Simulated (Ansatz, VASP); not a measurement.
## Al2Cu: VASP beside Ansatz

File INCAR:

```
PREC     = Accurate       # precision mode
ENCUT    = 520            # plane-wave cutoff, eV
EDIFF    = 1E-7           # SCF threshold, eV
ISMEAR   = -1             # smearing method
SIGMA    = 0.05           # smearing width, eV
LREAL    = F              # projectors in reciprocal space
LASPH    = T              # aspherical terms in the spheres
NELM     = 100            # most SCF steps
ALGO     = Normal         # electronic algorithm
ISIF     = 2              # what is computed and relaxed
LWAVE    = F              # write WAVECAR
LCHARG   = F              # write CHGCAR
GGA      = CA             # functional
NBANDS   = 16             # bands
```

File KPOINTS:

```
regular mesh
0
Gamma
  8 8 8
```

POSCAR

```
Al2Cu
1.0
   -2.0303380000      2.0303380000      2.8510940000
    2.0303380000     -2.0303380000      2.8510940000
    2.0303380000      2.0303380000     -2.8510940000
Al Cu
2 1
Direct
    0.7500000000      0.2500000000      0.5000000000
    0.2500000000      0.7500000000      0.5000000000
    0.5000000000      0.5000000000      0.0000000000
```

Input for Ansatz:

```yaml
crystal:
  lattice:
    - [-2.030338, 2.030338, 2.851094]
    - [2.030338, -2.030338, 2.851094]
    - [2.030338, 2.030338, -2.851094]
  atoms:
    - { symbol: Al, position: [0.75, 0.25, 0.5] }
    - { symbol: Al, position: [0.25, 0.75, 0.5] }
    - { symbol: Cu, position: [0.5, 0.5, 0.0] }
kpoints:
  mp_grid: { grid: [8, 8, 8] }
hamiltonian:
  xc: lda
scf:
  occupations: { method: fermi_dirac, width: 0.05 }
output:
  stress: true
  eigenvalues: true
```

The cell comes from a database or a generator and needn't be the stable form of this composition.

Alike in both runs: task single point; functional LDA; k mesh 8 × 8 × 8; occupations fermi-dirac, width 0.05 eV; no spin polarisation.

|  | VASP | Ansatz |
| --- | --- | --- |
| version | VASP 6.6.1 | Ansatz 0.2.0 |
| potentials or method | VASP PAW LDA potentials, release 64 (Al, Cu) | plane waves, PAW |
| plane-wave cutoff (eV) | 520 | 420 |
| valence electrons in the cell | 17 | 25 |

```csv
,VASP,Ansatz,Ansatz less VASP
gap on the k mesh at the Fermi level (eV),none,none,-
pressure (GPa),-3.0,-3.3,-0.29
largest component of the traceless stress (GPa),0.51,0.50,-0.006
```

A gap of «none» marks a metal or a gap that the smearing closes. The two sets of potentials don't hold the same shells in valence.
